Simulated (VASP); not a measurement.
A run of VASP 6.6.1 is set up as follows.

INCAR

```
  ALGO = Normal
  EDIFF = 1E-6
  EDIFFG = -0.01
  ENCUT = 600
  GGA = PE
  IBRION = 2
  ISIF = 3
  ISMEAR = -1
  IVDW = 11
  LASPH = True
  LCHARG = False
  LREAL = False
  LWAVE = False
  NELM = 100
  NSW = 40
  PREC = Accurate
  SIGMA = 0.05
```

The input KPOINTS:

```
k-points
0
Gamma
  10 10 10
```

POSCAR

```
TiO2
1.0
   -1.8921000000      1.8921000000      4.7573000000
    1.8921000000     -1.8921000000      4.7573000000
    1.8921000000      1.8921000000     -4.7573000000
Ti O
2 4
Direct
    0.7500000000      0.2500000000      0.5000000000
    0.0000000000      0.0000000000      0.0000000000
    0.7919000000      0.7919000000      0.0000000000
    0.5419000000      0.0419000000      0.5000000000
    0.9581000000      0.4581000000      0.5000000000
    0.2081000000      0.2081000000      0.0000000000
```

Potentials or basis: VASP PAW PBE potentials, release 64 (Ti_sv, O).

Command:

```sh
$ cat potpaw_PBE.64/Ti_sv/POTCAR potpaw_PBE.64/O/POTCAR > POTCAR
$ mpirun -np 1 vasp_std > vasp.out
```

(1) Estimate the space group after relaxing (to 0.05 Å).

(2) Predict the relaxed cell.

(3) What does it give for the band gap on the k mesh?

(4) Predict the dispersion energy per atom.

Results:

(1) I4_1/amd (No. 141).

(2) a = 5.486 Å, b = 5.486 Å, c = 5.486 Å, α = 139.48°, β = 139.48°, γ = 58.65°.

(3) 2.07 eV, indirect (least direct gap 2.41 eV).

(4) -0.166 eV.
